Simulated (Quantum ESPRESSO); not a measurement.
# InSe (R3m) in Quantum ESPRESSO: band structure with PBE

Aim: the band structure of InSe with PBE.

Program: Quantum ESPRESSO 7.5. These are calculated values, not measurements. Logs are shortened: lines on timing, memory, paths and dates and some standing lists are left out, and cuts for length are marked.

**Experimental background.**

From “The Interaction of Hydrogen with the van der Waals Crystal γ-InSe”, 2020, pmc:7321205, for a bulk crystal of InSe at 300 K: band gap 1.25 eV.

The runs below are set against these values where they give the same quantity.

### Step 1. Starting point

Symmetry: R3m, No. 160, trigonal system. The conventional cell has a = 4.000 Å, b = 4.000 Å, c = 25.320 Å, α = 90.00°, β = 90.00°, γ = 120.00°. In (site symmetry 3m) has 3 Se at 2.63 Å and 1 In at 2.82 Å as nearest neighbours. Around In (site symmetry 3m) lie 3 Se at 2.64 Å and 1 In at 2.82 Å. Se (site symmetry 3m) is surrounded by 3 In at 2.63 Å. Se (site symmetry 3m) has 3 In at 2.64 Å as nearest neighbours.

### Step 2. Band structure, PBE

The input, pw.in:

```
&CONTROL
  calculation = 'scf'
  prefix = 'pwscf'
  outdir = './tmp'
  pseudo_dir = './pseudo'
  tprnfor = .true.
  tstress = .true.
  disk_io = 'low'
/
&SYSTEM
  ibrav = 0
  A = 8.75025333
  nat = 4
  ntyp = 2
  ecutwfc = 86
  nbnd = 39
  occupations = 'smearing'
  smearing = 'fd'
  degauss = 0.00367493
/
&ELECTRONS
  conv_thr = 8d-10
  electron_maxstep = 120
  mixing_beta = 0.5
/
ATOMIC_SPECIES
In   114.8180 In.upf
Se    78.9710 Se.upf
CELL_PARAMETERS alat
   0.2285648112    0.1319619553    0.9645435031
  -0.2285648112    0.1319619553    0.9645435031
   0.0000000000   -0.2639239105    0.9645435031
ATOMIC_POSITIONS alat
In     0.0000000000    0.0000000000    2.5712800706
In     0.0000000000    0.0000000000    0.0000000000
Se     0.0000000000    0.0000000000    0.4974150846
Se     0.0000000000    0.0000000000    1.1097073003
K_POINTS automatic
8 8 8 0 0 0
```

The input, pp_density.in:

```
&INPUTPP
  prefix = 'pwscf'
  outdir = './tmp'
  filplot = 'density.dat'
  plot_num = 0
/
&PLOT
  nfile = 1
  filepp(1) = 'density.dat'
  iflag = 3
  output_format = 6
  fileout = 'density.cube'
/
```

The input, pp_potential.in:

```
&INPUTPP
  prefix = 'pwscf'
  outdir = './tmp'
  filplot = 'potential.dat'
  plot_num = 11
/
&PLOT
  nfile = 1
  filepp(1) = 'potential.dat'
  iflag = 3
  output_format = 6
  fileout = 'potential.cube'
/
```

The input, pp_elf.in:

```
&INPUTPP
  prefix = 'pwscf'
  outdir = './tmp'
  filplot = 'elf.dat'
  plot_num = 8
/
&PLOT
  nfile = 1
  filepp(1) = 'elf.dat'
  iflag = 3
  output_format = 6
  fileout = 'elf.cube'
/
```

The input, bands.in:

```
&CONTROL
  calculation = 'bands'
  prefix = 'pwscf'
  outdir = './tmp'
  pseudo_dir = './pseudo'
  disk_io = 'low'
  verbosity = 'high'
/
&SYSTEM
  ibrav = 0
  A = 8.75025333
  nat = 4
  ntyp = 2
  ecutwfc = 86
  nbnd = 39
  occupations = 'smearing'
  smearing = 'fd'
  degauss = 0.00367493
/
&ELECTRONS
  conv_thr = 1d-08
  electron_maxstep = 120
  mixing_beta = 0.5
  diago_full_acc = .true.
/
ATOMIC_SPECIES
In   114.8180 In.upf
Se    78.9710 Se.upf
CELL_PARAMETERS alat
   0.2285648112    0.1319619553    0.9645435031
  -0.2285648112    0.1319619553    0.9645435031
   0.0000000000   -0.2639239105    0.9645435031
ATOMIC_POSITIONS alat
In     0.0000000000    0.0000000000    2.5712800706
In     0.0000000000    0.0000000000    0.0000000000
Se     0.0000000000    0.0000000000    0.4974150846
Se     0.0000000000    0.0000000000    1.1097073003
K_POINTS crystal
60
 0.0000000000  0.0000000000  0.0000000000 1
 0.0555555556  0.0000000000  0.0000000000 1
 0.1111111111  0.0000000000  0.0000000000 1
 0.1666666667  0.0000000000  0.0000000000 1
 0.2222222222  0.0000000000  0.0000000000 1
 0.2777777778  0.0000000000  0.0000000000 1
 0.3333333333  0.0000000000  0.0000000000 1
 0.3888888889  0.0000000000  0.0000000000 1
 0.4444444444  0.0000000000  0.0000000000 1
 0.5000000000  0.0000000000  0.0000000000 1
 0.5000000000  0.0358290345 -0.0358290345 1
 0.5000000000  0.0716580690 -0.0716580690 1
 0.5000000000  0.1074871035 -0.1074871035 1
 0.5000000000  0.1433161380 -0.1433161380 1
 0.5000000000  0.1791451724 -0.1791451724 1
 0.8208548276  0.5000000000  0.1791451724 1
 0.7887693448  0.5000000000  0.2112306552 1
 0.7566838620  0.5000000000  0.2433161380 1
 0.7245983793  0.5000000000  0.2754016207 1
 0.6925128965  0.5000000000  0.3074871035 1
 0.6604274138  0.5000000000  0.3395725862 1
 0.6283419310  0.5000000000  0.3716580690 1
 0.5962564483  0.5000000000  0.4037435517 1
 0.5641709655  0.5000000000  0.4358290345 1
 0.5320854828  0.5000000000  0.4679145172 1
 0.5000000000  0.5000000000  0.5000000000 1
 0.3333333333  0.3333333333  0.3333333333 1
 0.1666666667  0.1666666667  0.1666666667 1
 0.0000000000  0.0000000000  0.0000000000 1
 0.0308702351  0.0000000000 -0.0308702351 1
 0.0617404702  0.0000000000 -0.0617404702 1
 0.0926107053  0.0000000000 -0.0926107053 1
 0.1234809404  0.0000000000 -0.1234809404 1
 0.1543511756  0.0000000000 -0.1543511756 1
 0.1852214107  0.0000000000 -0.1852214107 1
 0.2160916458  0.0000000000 -0.2160916458 1
 0.2469618809  0.0000000000 -0.2469618809 1
 0.2778321160  0.0000000000 -0.2778321160 1
 0.3087023511  0.0000000000 -0.3087023511 1
 0.3395725862  0.0000000000 -0.3395725862 1
 0.6604274138  0.3395725862  0.0000000000 1
 0.6283419310  0.3716580690  0.0000000000 1
 0.5962564483  0.4037435517  0.0000000000 1
 0.5641709655  0.4358290345  0.0000000000 1
 0.5320854828  0.4679145172  0.0000000000 1
 0.5000000000  0.5000000000  0.0000000000 1
 0.6604274138  0.6604274138  0.1791451724 1
 0.6443846724  0.6443846724  0.2112306552 1
 0.6283419310  0.6283419310  0.2433161380 1
 0.6122991896  0.6122991896  0.2754016207 1
 0.5962564483  0.5962564483  0.3074871035 1
 0.5802137069  0.5802137069  0.3395725862 1
 0.5641709655  0.5641709655  0.3716580690 1
 0.5481282241  0.5481282241  0.4037435517 1
 0.5320854828  0.5320854828  0.4358290345 1
 0.5160427414  0.5160427414  0.4679145172 1
 0.5000000000  0.5000000000  0.5000000000 1
 0.5000000000  0.0000000000  0.0000000000 1
 0.6604274138  0.1697862931  0.1697862931 1
 0.8208548276  0.3395725862  0.3395725862 1
```

Potentials or basis: PseudoDojo 0.4.1 SR PBE standard.

Started as:

```sh
$ OMP_NUM_THREADS=1 pw.x -in pw.in > pw.out
$ OMP_NUM_THREADS=1 pp.x -in pp_density.in > pp_density.out
$ OMP_NUM_THREADS=1 pp.x -in pp_potential.in > pp_potential.out
$ OMP_NUM_THREADS=1 pp.x -in pp_elf.in > pp_elf.out
$ OMP_NUM_THREADS=1 pw.x -in bands.in > bands.out
```

pw.out:

```text
This program is part of the open-source Quantum ESPRESSO suite
     for quantum simulation of materials; please cite
[... 9 lines left out ...]
     --------------------
     sticks:   dense  smooth     PW     G-vecs:    dense   smooth      PW
     Sum        3337    3337    991                85055    85055   13749

     Using Slab Decomposition

     bravais-lattice index     =            0
     lattice parameter (alat)  =      16.5356  a.u.
     unit-cell volume          =     789.2047 (a.u.)^3
     number of atoms/cell      =            4
     number of atomic types    =            2
     number of electrons       =        58.00
     number of Kohn-Sham states=           39
     kinetic-energy cutoff     =      86.0000  Ry
     charge density cutoff     =     344.0000  Ry
     scf convergence threshold =      8.0E-10
     mixing beta               =       0.5000
     number of iterations used =            8  plain     mixing
     Exchange-correlation= PBE
                           (   1   4   3   4   0   0   0)

     celldm(1)=  16.535582  celldm(2)=   0.000000  celldm(3)=   0.000000
     celldm(4)=   0.000000  celldm(5)=   0.000000  celldm(6)=   0.000000

     crystal axes: (cart. coord. in units of alat)
               a(1) = (   0.228565   0.131962   0.964544 )
               a(2) = (  -0.228565   0.131962   0.964544 )
               a(3) = (   0.000000  -0.263924   0.964544 )

     reciprocal axes: (cart. coord. in units 2 pi/alat)
               b(1) = (  2.187563  1.262990  0.345587 )
               b(2) = ( -2.187563  1.262990  0.345587 )
               b(3) = (  0.000000 -2.525981  0.345587 )

     PseudoPot. # 1 for In read from file:
     In.upf
     Pseudo is Norm-conserving + core correction, Zval = 13.0
     Generated using ONCVPSP code by D. R. Hamann
     Using radial grid of 1964 points,  6 beta functions with:
                l(1) =   0
                l(2) =   0
                l(3) =   1
                l(4) =   1
                l(5) =   2
                l(6) =   2

     PseudoPot. # 2 for Se read from file:
     Se.upf
     Pseudo is Norm-conserving + core correction, Zval = 16.0
     Generated using ONCVPSP code by D. R. Hamann
     Using radial grid of 1214 points,  6 beta functions with:
                l(1) =   0
                l(2) =   0
                l(3) =   1
                l(4) =   1
                l(5) =   2
                l(6) =   2

     atomic species   valence    mass     pseudopotential
     In               13.00   114.81800     In( 1.00)
     Se               16.00    78.97100     Se( 1.00)

      6 Sym. Ops. (no inversion) found

   Cartesian axes

     site n.     atom                  positions (alat units)
         1        In     tau(   1) = (   0.0000000   0.0000000   2.5712801  )
         2        In     tau(   2) = (   0.0000000   0.0000000   0.0000000  )
         3        Se     tau(   3) = (   0.0000000   0.0000000   0.4974151  )
         4        Se     tau(   4) = (   0.0000000   0.0000000   1.1097073  )

     number of k points=    65  Fermi-Dirac smearing, width (Ry)=  0.0037
                       cart. coord. in units 2pi/alat
        k(    1) = (   0.0000000   0.0000000   0.0000000), wk =   0.0039062
        k(    2) = (   0.0000000  -0.3157476   0.0431983), wk =   0.0234375
        k(    3) = (   0.0000000  -0.6314951   0.0863967), wk =   0.0234375
        k(    4) = (   0.0000000  -0.9472427   0.1295950), wk =   0.0234375
        k(    5) = (  -0.0000000   1.2629903  -0.1727933), wk =   0.0117188
        k(    6) = (  -0.2734454  -0.1578738   0.0863967), wk =   0.0234375
[... 57 lines left out ...]
        k(   64) = (   1.9141179   0.7893689  -0.1727933), wk =   0.0234375
        k(   65) = (  -0.0000000   0.0000000  -0.5183799), wk =   0.0039062

     Dense  grid:    85055 G-vectors     FFT dimensions: ( 100, 100, 100)

     Initial potential from superposition of free atoms

     starting charge      57.9921, renormalised to      58.0000
     Starting wfcs are   36 randomized atomic wfcs +    3 random wfcs

     Self-consistent Calculation

     iteration #  1     ecut=    86.00 Ry     beta= 0.50
     Davidson diagonalization with overlap
     ethr =  1.00E-02,  avg # of iterations =  5.3

     Threshold (ethr) on eigenvalues was too large:
     Diagonalizing with lowered threshold

     Davidson diagonalization with overlap
     ethr =  2.39E-04,  avg # of iterations =  3.3

     total energy              =    -750.86186548 Ry
     estimated scf accuracy    <       0.13530230 Ry

     iteration #  2     ecut=    86.00 Ry     beta= 0.50
     Davidson diagonalization with overlap
     ethr =  2.33E-04,  avg # of iterations =  4.8

     total energy              =    -750.87278567 Ry
     estimated scf accuracy    <       0.12209742 Ry

     iteration #  3     ecut=    86.00 Ry     beta= 0.50
     Davidson diagonalization with overlap
     ethr =  2.11E-04,  avg # of iterations =  2.3

     total energy              =    -750.89865571 Ry
     estimated scf accuracy    <       0.01519316 Ry
[... 40 lines left out ...]
     total energy              =    -750.90072073 Ry
     estimated scf accuracy    <       0.00000001 Ry

     iteration # 10     ecut=    86.00 Ry     beta= 0.50
     Davidson diagonalization with overlap
     ethr =  2.09E-11,  avg # of iterations =  2.0

     total energy              =    -750.90072073 Ry
     estimated scf accuracy    <          1.2E-09 Ry

     iteration # 11     ecut=    86.00 Ry     beta= 0.50
     Davidson diagonalization with overlap
     ethr =  2.00E-12,  avg # of iterations =  2.1

     End of self-consistent calculation

          k = 0.0000 0.0000 0.0000 ( 10607 PWs)   bands (ev):

   -39.9034 -39.9034 -39.8949 -39.8949 -39.8560 -39.8560 -39.8494 -39.8494
   -39.8394 -39.8335  -7.1853  -7.0064  -7.0064  -6.9246  -6.9246  -6.9081
    -6.9081  -6.7535  -6.7535  -6.7531  -5.9222  -5.5295   1.3563   4.2072
     6.1314   6.3400   6.3400   6.4333   6.4333   9.3375   9.7402  12.0452
    12.0452  12.8334  13.1387  13.1387  15.2006  16.3529  16.7943

          k = 0.0000-0.3157 0.0432 ( 10605 PWs)   bands (ev):

   -39.9034 -39.9034 -39.8949 -39.8948 -39.8560 -39.8560 -39.8494 -39.8494
   -39.8394 -39.8335  -7.1893  -7.0626  -7.0042  -6.9936  -6.9136  -6.9126
    -6.8997  -6.7842  -6.7546  -6.6977  -5.7468  -5.3821   1.4683   3.9337
     5.3502   5.9549   6.1433   6.2679   6.5351   9.6791  10.4239  11.3465
    12.1965  12.4857  13.1875  13.4865  14.8240  16.1296  16.6490

          k = 0.0000-0.6315 0.0864 ( 10631 PWs)   bands (ev):
[... 305 lines left out ...]
   -39.9034 -39.9032 -39.8948 -39.8946 -39.8560 -39.8560 -39.8494 -39.8494
   -39.8393 -39.8333  -7.3269  -7.2421  -7.1172  -7.0122  -6.9281  -6.8596
    -6.8476  -6.8078  -6.7609  -6.6052  -4.5844  -4.5569   1.3527   2.0665
     4.2695   4.9244   5.0243   5.1615   6.1122   9.3977   9.8022  11.2882
    11.7967  11.8517  13.9757  15.0010  15.3278  15.9296  16.9291

          k = 1.3672 0.1579-0.2160 ( 10641 PWs)   bands (ev):

   -39.9033 -39.9032 -39.8947 -39.8946 -39.8560 -39.8560 -39.8494 -39.8494
   -39.8393 -39.8333  -7.3367  -7.2521  -7.1156  -7.0249  -6.9125  -6.8645
    -6.8606  -6.7949  -6.7721  -6.6011  -4.4565  -4.4097   1.3996   2.0844
     3.7489   4.1682   5.0349   5.4103   5.9419   9.4181   9.9433  11.1664
    12.1033  12.9575  13.7715  14.7691  15.3926  15.9395  16.7215

          k = 1.3672-0.1579-0.1728 ( 10634 PWs)   bands (ev):

   -39.9033 -39.9032 -39.8947 -39.8946 -39.8560 -39.8560 -39.8494 -39.8494
   -39.8393 -39.8333  -7.3394  -7.2491  -7.1159  -7.0247  -6.9125  -6.8646
    -6.8607  -6.7945  -6.7723  -6.6010  -4.4866  -4.3793   1.3883   2.1176
     3.8542   4.0344   4.8026   5.5347   6.0730   9.6684   9.9456  10.8646
    12.0189  12.9902  13.7533  14.6195  15.7051  15.7636  16.2656

          k = 1.0938 0.6315-0.2160 ( 10630 PWs)   bands (ev):

   -39.9034 -39.9031 -39.8948 -39.8946 -39.8561 -39.8560 -39.8495 -39.8494
   -39.8393 -39.8333  -7.3356  -7.2460  -7.1172  -7.0047  -6.9367  -6.8524
    -6.8369  -6.8151  -6.7562  -6.6031  -4.5998  -4.5345   1.2682   1.8913
     4.3649   5.0844   5.1623   5.5744   6.0833   8.9376   9.4931  10.9877
    11.3484  12.0897  14.5159  14.7398  15.3685  15.9650  16.8537

          k = 1.0938 0.3157-0.1728 ( 10642 PWs)   bands (ev):

   -39.9034 -39.9032 -39.8948 -39.8946 -39.8560 -39.8560 -39.8494 -39.8494
   -39.8393 -39.8333  -7.3304  -7.2380  -7.1176  -7.0121  -6.9281  -6.8596
    -6.8476  -6.8074  -6.7610  -6.6051  -4.6352  -4.5053   1.3998   2.0198
     4.1099   4.7466   5.0101   5.5181   6.2670   9.3317   9.6230  11.2824
    11.7123  11.9157  13.9518  14.8426  15.5065  16.0723  16.7216
[... 147 lines left out ...]
   -39.9034 -39.9033 -39.8948 -39.8947 -39.8560 -39.8560 -39.8494 -39.8494
   -39.8394 -39.8334  -7.2106  -7.1057  -7.0951  -7.0043  -6.9174  -6.8969
    -6.8859  -6.7962  -6.7569  -6.6602  -5.3469  -5.2453   1.7695   3.3703
     4.6611   4.9644   5.6215   5.9262   7.2549   9.7231  10.6434  11.3807
    12.1509  12.2212  13.1417  14.4727  14.6932  15.5363  16.1356

          k =-0.0000 0.0000-0.5184 ( 10620 PWs)   bands (ev):

   -39.9034 -39.9034 -39.8949 -39.8949 -39.8560 -39.8560 -39.8494 -39.8494
   -39.8394 -39.8335  -7.1852  -7.0066  -7.0066  -6.9244  -6.9244  -6.9081
    -6.9081  -6.7604  -6.7534  -6.7534  -5.7868  -5.6731   1.7040   3.3130
     6.2723   6.2723   6.5074   6.5074   7.6442   8.0762   9.8043  11.9629
    11.9629  13.2629  13.2629  13.3164  15.6832  16.4149  16.4501

     the Fermi energy is     7.8726 ev

!    total energy              =    -750.90072073 Ry
     estimated scf accuracy    <          4.6E-11 Ry
     smearing contrib. (-TS)   =      -0.00000284 Ry
     internal energy E=F+TS    =    -750.90071789 Ry

     The total energy is F=E-TS. E is the sum of the following terms:
     one-electron contribution =    -407.81413037 Ry
     hartree contribution      =     228.24244477 Ry
     xc contribution           =    -177.06732381 Ry
     ewald contribution        =    -394.26170848 Ry

     convergence has been achieved in  11 iterations

     Forces acting on atoms (cartesian axes, Ry/au):

     atom    1 type  1   force =    -0.00000000   -0.00000000    0.01446903
     atom    2 type  1   force =    -0.00000000   -0.00000000   -0.01387298
     atom    3 type  2   force =    -0.00000000   -0.00000000   -0.01042466
     atom    4 type  2   force =     0.00000000   -0.00000000    0.00982861

     Total force =     0.024639     Total SCF correction =     0.000026

     Computing stress (Cartesian axis) and pressure

          total   stress  (Ry/bohr**3)                   (kbar)     P=       28.23
   0.00022090  -0.00000000  -0.00000000           32.49       -0.00       -0.00
   0.00000000   0.00022090  -0.00000000            0.00       32.49       -0.00
   0.00000000  -0.00000000   0.00013401            0.00       -0.00       19.71

=------------------------------------------------------------------------------=
   JOB DONE.
=------------------------------------------------------------------------------=
```

Run time: 34 min. Hardware: 1 thread of Intel Xeon Platinum 8488C (Sapphire Rapids), shared host; peak memory 0.68 GiB.

What came out:

| Quantity | Value |
| --- | --- |
| Free energy | -10216.5248 eV |
| Pressure | 2.8 GPa |
| Largest force | 0.372 eV/Å |
| Band gap on the k mesh | 0.43 eV, direct |
| Band gap along the path | 0.43 eV, direct |

Forces on the atoms (eV/Å):
```
In   0.000  0.000  0.372
In   0.000  0.000 -0.357
Se   0.000  0.000 -0.268
Se   0.000  0.000  0.253
```

Stress tensor (GPa, compression positive):
```
3.25 0.00 0.00
0.00 3.25 0.00
0.00 0.00 1.97
```

Levels at the corners of the path, in eV from the valence-band top:
```tsv
point	band 26	band 27	band 28	band 29	band 30	band 31	band 32	band 33
Γ	-1.30	-1.30	-1.21	-1.21	1.69	2.10	4.40	4.40
L	-2.38	-2.34	-2.24	-1.67	1.21	1.96	3.64	3.97
B1	-3.67	-2.52	-2.24	-1.74	1.73	2.44	3.38	4.41
B	-3.67	-2.52	-2.24	-1.74	1.73	2.44	3.38	4.41
Z	-1.37	-1.14	-1.14	0.00	0.43	2.16	4.32	4.32
Γ	-1.30	-1.30	-1.21	-1.21	1.69	2.10	4.40	4.40
X	-3.69	-2.56	-2.22	-1.72	1.79	2.35	3.41	4.38
Q	-3.69	-2.56	-2.22	-1.72	1.79	2.35	3.41	4.38
F	-2.65	-2.50	-2.05	-1.50	1.18	1.97	3.30	3.61
P1	-2.57	-2.47	-2.08	-1.63	1.41	1.81	3.37	3.77
Z	-1.37	-1.14	-1.14	0.00	0.43	2.16	4.32	4.32
L	-2.38	-2.34	-2.24	-1.67	1.21	1.96	3.64	3.97
P	-2.57	-2.47	-2.08	-1.63	1.41	1.81	3.37	3.77
```

Caveat: some levels on the path didn't converge; spin-orbit coupling is left out, which moves the levels of the heavy elements.

### Step 3. Against experiment

Step 2. Measured gap of InSe: 1.25 eV (300 K; “The Interaction of Hydrogen with the van der Waals Crystal γ-InSe”, 2020, pmc:7321205). This calculation gives 0.43 eV (-0.82 eV). Spin-orbit coupling on In, Se is left out. The value is that of PBE, without temperature or zero-point motion. Semilocal functionals fall short of measured gaps as a rule.
